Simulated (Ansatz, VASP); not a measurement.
Two plane-wave programs on AlNi

File INCAR:

```
PREC = Accurate
ENCUT = 520
EDIFF = 1E-7
ISMEAR = -1
SIGMA = 0.05
LREAL = False
LASPH = True
NELM = 120
ALGO = Normal
ISIF = 2
LWAVE = False
LCHARG = False
ISPIN = 2
MAGMOM = 1 0
LORBIT = 11
LMAXMIX = 4
GGA = PS
NBANDS = 18
```

Contents of KPOINTS:

```
Automatic mesh
0
Gamma
  9 9 9
```

POSCAR

```
AlNi
1.0
    2.8221875792      0.0000000000      0.0000000000
    0.0000000000      2.8221875792      0.0000000000
    0.0000000000      0.0000000000      2.8221875792
Ni Al
1 1
Direct
    0.5000000000      0.5000000000      0.5000000000
    0.0000000000      0.0000000000      0.0000000000
```

Contents of input.yaml:

```yaml
crystal:
  lattice:
    - [2.8221875792, 0.0, 0.0]
    - [0.0, 2.8221875792, 0.0]
    - [0.0, 0.0, 2.8221875792]
  atoms:
    - { symbol: Ni, position: [0.5, 0.5, 0.5], spin: 1.0 }
    - { symbol: Al, position: [0.0, 0.0, 0.0] }
hamiltonian:
  xc: pbesol
  pseudopotentials: { kind: paw }
magnetization:
  spin_polarized: true
kpoints:
  mp_grid: { grid: [9, 9, 9] }
scf:
  occupations: { method: fermi_dirac, width: 0.05 }
output:
  forces: true
  stress: true
  eigenvalues: true
  write_density: true
  write_potential: true
  elf: true
  volumetric_format: npy
```

Change from the starting cell: volume scaled by 0.94.

Alike in both runs: task single point; functional PBEsol; k mesh 9 × 9 × 9; occupations fermi-dirac, width 0.05 eV; collinear spin, ferromagnetic start.

|  | VASP | Ansatz |
| --- | --- | --- |
| version | VASP 6.6.1 | Ansatz 0.2.0 |
| potentials or method | VASP PAW PBE potentials, release 64 (Ni, Al) | Ansatz PAW |
| plane-wave cutoff (eV) | 520 | 420 |
| valence electrons in the cell | 13 | 21 |

Ansatz gave:

| Quantity | Value |
| --- | --- |
| gap on the k mesh at the Fermi level (eV) | none |
| pressure (GPa) | 7.9 |
| net moment per atom (μB) | 0.00 |

Question: What did VASP give for the same quantities?

Answer: gap on the k mesh at the Fermi level (eV): none; pressure (GPa): 8.0; net moment per atom (μB): 0.00.

A gap of «none» marks a metal or a gap that the smearing closes. The two sets of potentials don't hold the same shells in valence.

Caveats: the PAW data sets were made with another functional, which shifts forces and pressure a little (VASP); the PAW data sets come from PBE, with cores solved anew for the run's functional, which leaves a small shift of forces and pressure (Ansatz); the starting moments weren't kept (Ansatz).
